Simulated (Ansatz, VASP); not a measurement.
This is a calculation of BeTe for Ansatz 0.2.0.

input.yaml

```yaml
crystal:
  lattice:
    - [0.0, 2.77, 2.77]
    - [2.77, 0.0, 2.77]
    - [2.77, 2.77, 0.0]
  atoms:
    - { symbol: Te, position: [0.75, 0.75, 0.75] }
    - { symbol: Be, position: [0.0, 0.0, 0.0] }
hamiltonian:
  xc: pbe
  pseudopotentials: { kind: paw }
kpoints:
  mp_grid: { grid: [8, 8, 8] }
scf:
  occupations: { method: gaussian, width: 0.016 }
output:
  forces: true
  stress: true
  eigenvalues: true
```

Potentials or basis: Ansatz PAW.

Command:

```sh
$ ansatz run input.yaml --threads 2 --pin off --max-ram 5632MiB --backend cpu --events-out ev --progress --plain --runs-dir out
```

Problem. Translate it to VASP 6.6.1. Potentials there: VASP PAW PBE potentials, release 64 (Te, Be).

Solution. As run (the cutoff follows the program's own potentials):

File INCAR:

```
ALGO     = Fast           # electronic algorithm
EDIFF    = 1E-7           # SCF threshold, eV
ENCUT    = 520            # plane-wave cutoff, eV
GGA      = PE             # functional
ISIF     = 2              # what is computed and relaxed
ISMEAR   = 0              # smearing method
LASPH    = True           # aspherical terms in the spheres
LCHARG   = False          # write CHGCAR
LREAL    = False          # projectors in reciprocal space
LWAVE    = False          # write WAVECAR
NBANDS   = 11             # bands
NELM     = 100            # most SCF steps
PREC     = Accurate       # precision mode
SIGMA    = 0.016          # smearing width, eV
```

KPOINTS

```
k-points
0
Gamma
  8 8 8
```

POSCAR

```
BeTe
1.0
    0.0000000000      2.7700000000      2.7700000000
    2.7700000000      0.0000000000      2.7700000000
    2.7700000000      2.7700000000      0.0000000000
Te Be
1 1
Direct
    0.7500000000      0.7500000000      0.7500000000
    0.0000000000      0.0000000000      0.0000000000
```

Potentials or basis: VASP PAW PBE potentials, release 64 (Te, Be).

Launch:

```sh
$ cat potpaw_PBE.64/Te/POTCAR potpaw_PBE.64/Be/POTCAR > POTCAR
$ mpirun -np 1 vasp_std > vasp.out
```

Both were run:

|  | VASP | Ansatz | Ansatz less VASP |
| --- | --- | --- | --- |
| gap on the k mesh at the Fermi level (eV) | 1.85 | 1.86 | +0.016 |
| least direct gap on the mesh (eV) | 3.56 | 3.59 | +0.022 |
| pressure (GPa) | 4.5 | 4.3 | -0.18 |

The two sets of potentials don't hold the same shells in valence.

Caveats: spin-orbit coupling is left out, which moves the levels of the heavy elements. A k mesh can miss the band edges.
